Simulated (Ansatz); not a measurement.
Input of an Ansatz 0.2.0 run:

input.yaml

```yaml
crystal:
  lattice:
    - [-1.9796595667, 1.9796595667, 1.9796595667]
    - [1.9796595667, -1.9796595667, 1.9796595667]
    - [1.9796595667, 1.9796595667, -1.9796595667]
  atoms:
    - { symbol: Pb, position: [0.0, 0.0, 0.0] }
hamiltonian:
  xc: r2scan
  pseudopotentials: { kind: paw }
kpoints:
  mp_grid: { grid: [5, 5, 5] }
  band_path:
    path:
      - [[0.0, 0.0, 0.0], [0.5, -0.5, 0.5], [0.0, 0.0, 0.5], [0.0, 0.0, 0.0], [0.25, 0.25, 0.25], [0.5, -0.5, 0.5]]
      - [[0.25, 0.25, 0.25], [0.0, 0.0, 0.5]]
    npoints: 14
scf:
  occupations: { method: fermi_dirac, width: 0.05 }
  n_extra_bands: 6
output:
  forces: true
  stress: true
  eigenvalues: true
  fatbands: false
  write_density: true
  write_potential: true
  elf: true
  volumetric_format: npy
```

Potentials or basis: Ansatz PAW.

Launch:

```console
$ ansatz run input.yaml --threads 2 --pin off --max-ram 5632MiB --backend cpu --events-out ev --progress --plain --runs-dir out
```

Question: Estimate the band gap on the k mesh.

Answer: None (metal or under the smearing width).

Question: What does it give for the pressure?

Answer: 1.7 GPa.

Levels at the corners of the path, in eV from the Fermi level:
```
point  band 5  band 6  band 7  band 8  band 9  band 10
    Γ  -17.67  -12.25    7.58    7.58    7.58    11.63
    H  -17.56   -5.51   -0.59   -0.59   -0.59     4.89
    N  -17.52   -8.33   -4.23    3.31    5.26     7.91
    Γ  -17.67  -12.25    7.58    7.58    7.58    11.63
    P  -17.68   -7.63   -1.14   -1.14   -1.14    17.37
    H  -17.56   -5.51   -0.59   -0.59   -0.59     4.89
    P  -17.68   -7.63   -1.14   -1.14   -1.14    17.37
    N  -17.52   -8.33   -4.23    3.31    5.26     7.91
```

Caveat: the k mesh is coarse (spacing up to 0.45 Å⁻¹), so the values aren't converged; spin-orbit coupling is left out, which moves the levels of the heavy elements; the PAW data sets come from PBE, with cores solved anew for the run's functional, which leaves a small shift of forces and pressure.
